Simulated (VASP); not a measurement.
Input of a VASP 6.6.1 run:

File INCAR:

```
SYSTEM = ZnO
PREC = Accurate ; ENCUT = 600
EDIFF = 1E-7 ; ISMEAR = 0
SIGMA = 0.03 ; LREAL = .FALSE.
LASPH = .TRUE. ; NELM = 80
ALGO = Fast ; ISIF = 4
LWAVE = .FALSE. ; LCHARG = .FALSE.
GGA = PS ; IBRION = 2
NSW = 40 ; EDIFFG = -0.01
```

KPOINTS

```
regular mesh
0
G
  9 9 5
  0 0 0
```

File POSCAR:

```
ZnO                                     
1.0
    3.2367608105      0.0000000000      0.0000000000
   -1.6183804052      2.8031170878      0.0000000000
    0.0000000000      0.0000000000      5.2238626419
  Zn              O             
     2     2
Direct
     0.3333333332999970    0.6666666667000030    0.4999835655487185
     0.6666666667000030    0.3333333332999970    0.9999835655487185
     0.6666666667000030    0.3333333332999970    0.3790264344512824
     0.3333333332999970    0.6666666667000030    0.8790264344512825
```

Potentials or basis: VASP PAW PBE potentials, release 64 (Zn, O).

Run with:

```bash
$ cat potpaw_PBE.64/Zn/POTCAR potpaw_PBE.64/O/POTCAR > POTCAR
$ mpirun -np 1 vasp_std > vasp.out
```

What does it give for the band gap on the k mesh?

0.68 eV, direct.

Forces in eV/Å, atoms in the order of the input:
```
Zn   0.000  0.000  0.002
Zn   0.000  0.000  0.002
O    0.000  0.000 -0.002
O    0.000  0.000 -0.002
```

Caveat: the relaxation stopped at its first step, so nothing moved; the PAW data sets were made with another functional, which shifts forces and pressure a little.

**Experimental background.**

“Electronic structure of alkaline earth and post-transition metal oxides”, 2009, arxiv:0908.1581 quotes, for a bulk crystal of ZnO: band gap 3.37 eV.

A measured gap of ZnO is 3.37 eV (quoted in “Electronic structure of alkaline earth and post-transition metal oxides”, 2009, arxiv:0908.1581); the calculated 0.68 eV misses it by -2.69 eV. So large a miss can be the level of theory's own, or it may mean another phase, state or a wrong row. The value is that of PBEsol, without temperature or zero-point motion. Semilocal functionals fall short of measured gaps as a rule.
